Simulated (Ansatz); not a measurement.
# CdS (Hawleyite): the cost of one run

Computed with Ansatz 0.2.0 (DFT PBEsol, with the methods named in each step, unless a step's input says otherwise).

1 further run of the same task is left out (it didn't finish).

### 1 Starting point

The structure is cubic, space group F-43m (No. 216). Conventional cell: a = 5.833 Å, b = 5.833 Å, c = 5.833 Å, α = 90.00°, β = 90.00°, γ = 90.00°. Around Cd (site symmetry -43m) lie 4 S at 2.53 Å. Around S (site symmetry -43m) lie 4 Cd at 2.53 Å.

As a file:

```
CELL_PARAMETERS angstrom
0.00000 2.91650 2.91650
2.91650 0.00000 2.91650
2.91650 2.91650 0.00000
ATOMIC_POSITIONS crystal
Cd 0.00000 0.00000 0.00000
S 0.25000 0.25000 0.25000
```

Atoms are numbered in the order of the input: Cd1, S2.

### 2 The bond as given, LAPW

input.yaml reads:

```yaml
crystal:
  lattice:
    - [0.0, 2.9165, 2.9165]
    - [2.9165, 0.0, 2.9165]
    - [2.9165, 2.9165, 0.0]
  atoms:
    - { symbol: Cd, position: [0.0, 0.0, 0.0] }
    - { symbol: S, position: [0.25, 0.25, 0.25] }
kpoints:
  mp_grid: { grid: [7, 7, 7] }
scf:
  occupations: { method: fermi_dirac, width: 0.03 }
hamiltonian:
  xc: pbesol
  pseudopotentials: { kind: all_electron, lapw: { basis_error: 0.001 } }
output:
  forces: true
  stress: true
  eigenvalues: true
  populations: true
```

The run is started by

```bash
$ ansatz run input.yaml --threads 1 --pin off --max-ram 2048MiB --backend cpu --events-out ev --progress --plain --runs-dir out
```

What time and memory should one allow on 1 thread of Arm Neoverse V1, shared host?

About 8.3 s, with a peak of 0.26 GiB.
